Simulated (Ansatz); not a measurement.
A 9-atom cell of SiO2 (P6_422) from a materials database was relaxed with 3 functionals in Ansatz 0.2.0, cell and atoms free, the symmetry of the start kept (meshes: PBE 6×6×4, r2SCAN 6×6×4, PBEsol 6×6×4). No spin polarisation and no zero-point or thermal motion.

The r2SCAN result:
```
Si O
1.0
     5.05906    0.00000    0.00000
    -2.52953    4.38127    0.00000
     0.00000    0.00000    5.54103
Si O
3 6
Direct
  0.00000 0.50000 0.33333
  0.50000 0.50000 0.66667
  0.50000 0.00000 0.00000
  0.58352 0.79176 0.83333
  0.79176 0.58352 0.50000
  0.79176 0.20824 0.16667
  0.41648 0.20824 0.83333
  0.20824 0.41648 0.50000
  0.20824 0.79176 0.16667
```

It is hexagonal, P6_422 (No. 181); conventional cell a = 5.059 Å, c = 5.541 Å, 13.65 Å³ an atom. Around Si lie 4 O at 1.61 Å; around O lie 2 Si at 1.61 Å.

Problem. Order the functionals by the relaxed volume, smallest first.
A. PBEsol
B. PBE
C. r2SCAN

Solution. C (13.65 Å³/atom), A (13.81 Å³/atom), B (14.01 Å³/atom).

Problem. How does the cell change with PBE?

Solution. a = 5.105 Å, c = 5.585 Å; the volume differs by +2.6 % from r2SCAN's. Si is surrounded by 4 O at 1.62 Å; O is surrounded by 2 Si at 1.62 Å.

Problem. What lattice does PBEsol give?

Solution. a = 5.081 Å, c = 5.559 Å; the volume differs by +1.2 % from r2SCAN's. Si has 4 O at 1.62 Å; O has 2 Si at 1.62 Å.
